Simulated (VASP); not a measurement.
Here is a VASP 6.6.1 calculation.

File INCAR:

```
ALGO = Fast
EDIFF = 1E-7
ENCUT = 520
GGA = CA
ISIF = 2
ISMEAR = 0
LASPH = T
LCHARG = T
LELF = T
LREAL = F
LVHAR = T
LWAVE = F
NBANDS = 18
NELM = 100
PREC = Accurate
SIGMA = 0.1
```

KPOINTS

```
k-points
0
Gamma
  12 12 12
```

The input POSCAR:

```
BiTe
1.0
    0.0000000000      3.1152726500      3.1152726500
    3.1152726500      0.0000000000      3.1152726500
    3.1152726500      3.1152726500      0.0000000000
Bi Te
1 1
Direct
    0.0000000000      0.0000000000      0.0000000000
    0.5000000000      0.5000000000      0.5000000000
```

Potentials or basis: VASP PAW LDA potentials, release 64 (Bi_d, Te).

Launch:

```sh
$ cat potpaw_LDA.64/Bi_d/POTCAR potpaw_LDA.64/Te/POTCAR > POTCAR
$ mpirun -np 1 vasp_std > vasp.out
```

Question: What does it give for the pressure?

Answer: 3.8 GPa.

Question: Predict the band gap on the k mesh.

Answer: None (metal or under the smearing width).

Caveat: spin-orbit coupling is left out, which moves the levels of the heavy elements.
